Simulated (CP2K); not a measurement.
Runs of CP2K 2026.2 on Bi. All rows change the cell; the cell of one of them follows. Symmetry: C2/m, No. 12, monoclinic system. Conventional cell: a = 8.138 Å, b = 4.535 Å, c = 4.847 Å, α = 90.00°, β = 125.37°, γ = 90.00°. Bi (site symmetry m) is surrounded by 6 Bi at 3.10 to 3.56 Å. 

| cell | pressure (GPa) | largest force (eV/Å) |
| --- | --- | --- |
| strain_c = 0.04 | 0.6 | 0.11 |
| strain_c = 0.02 | 1.6 | (a) |
| strain_c = 0.06 | -0.3 | (b) |
| strain_c = 0 | 2.7 | 0.27 |
| strain_c = -0.04 | 5.2 | 0.46 |
| strain_c = -0.02 | 3.9 | 0.36 |

Alike in all rows: task band structure; level PBE; potentials or basis POTENTIAL_UZH Bi GTH-PBE-q5; TZVP-MOLOPT-PBE-GTH basis; no spin polarisation; k mesh 7 × 7 × 7; smearing fermi-dirac 0.05 eV.

**Question.** Fill in the values left out.

**Answer.** (a) 0.18; (b) 0.08.

Caveats: the basis of atomic orbitals isn't converged, which shifts pressures, moduli and gaps.
